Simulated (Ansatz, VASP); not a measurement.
## Two plane-wave programs on NaHF2

The input INCAR:

```
  ALGO = Normal
  EDIFF = 1E-7
  ENCUT = 520
  GGA = PS
  ISIF = 2
  ISMEAR = 0
  LASPH = True
  LCHARG = False
  LREAL = False
  LWAVE = False
  NBANDS = 19
  NELM = 100
  PREC = Accurate
  SIGMA = 0.05
```

The input KPOINTS:

```
k-points
0
Gamma
  9 9 9
```

POSCAR

```
NaHF2
1.0
    1.7284452171      0.9979183114      4.8708142337
   -1.7284452171      0.9979183114      4.8708142337
    0.0000000000     -1.9958366228      4.8708142337
Na H F
1 1 2
Direct
    0.0000000000      0.0000000000      0.0000000000
    0.5000000000      0.5000000000      0.5000000000
    0.4100000000      0.4100000000      0.4100000000
    0.5900000000      0.5900000000      0.5900000000
```

Input for Ansatz:

```yaml
crystal:
  lattice:
    - [1.7284452171, 0.9979183114, 4.8708142337]
    - [-1.7284452171, 0.9979183114, 4.8708142337]
    - [0.0, -1.9958366228, 4.8708142337]
  atoms:
    - { symbol: Na, position: [0.0, 0.0, 0.0] }
    - { symbol: H, position: [0.5, 0.5, 0.5] }
    - { symbol: F, position: [0.41, 0.41, 0.41] }
    - { symbol: F, position: [0.59, 0.59, 0.59] }
basis:
  ecutwfc: 420
kpoints:
  mp_grid: { grid: [9, 9, 9] }
hamiltonian:
  xc: pbesol
scf:
  occupations: { method: gaussian, width: 0.05 }
output:
  forces: true
  stress: true
  eigenvalues: true
```

Change from the starting cell: strain +0.000 along x and y, +0.050 along z, atoms carried along.

Alike in both runs: task single point; functional PBEsol; k mesh 9 × 9 × 9; occupations gaussian, width 0.05 eV; no spin polarisation.

```csv
,VASP,Ansatz
version,VASP 6.6.1,Ansatz 0.2.0
potentials or method,"VASP PAW PBE potentials, release 64 (Na_pv, H, F)","scalar-relativistic, plane waves, PAW"
plane-wave cutoff (eV),520,420
valence electrons in the cell,22,24
```

VASP gave:

```
gap on the k mesh at the Fermi level (eV)       : 6.24
least direct gap on the mesh (eV)               : 6.46
pressure (GPa)                                  : -6.9
largest component of the traceless stress (GPa) : 15.03
rms of the force components (eV/Å)              : 1.118
```

What did Ansatz give for the same quantities?

gap on the k mesh at the Fermi level (eV): 6.26; least direct gap on the mesh (eV): 6.48; pressure (GPa): -6.8; largest component of the traceless stress (GPa): 15.16; rms of the force components (eV/Å): 1.121.

Atom by atom the forces differ by 0.002 eV/Å (rms over components). The two sets of potentials don't hold the same shells in valence.

Caveats: the PAW data sets were made with another functional, which shifts forces and pressure a little (VASP); an odd mesh through Γ misses points on the zone boundary, where band edges often lie.
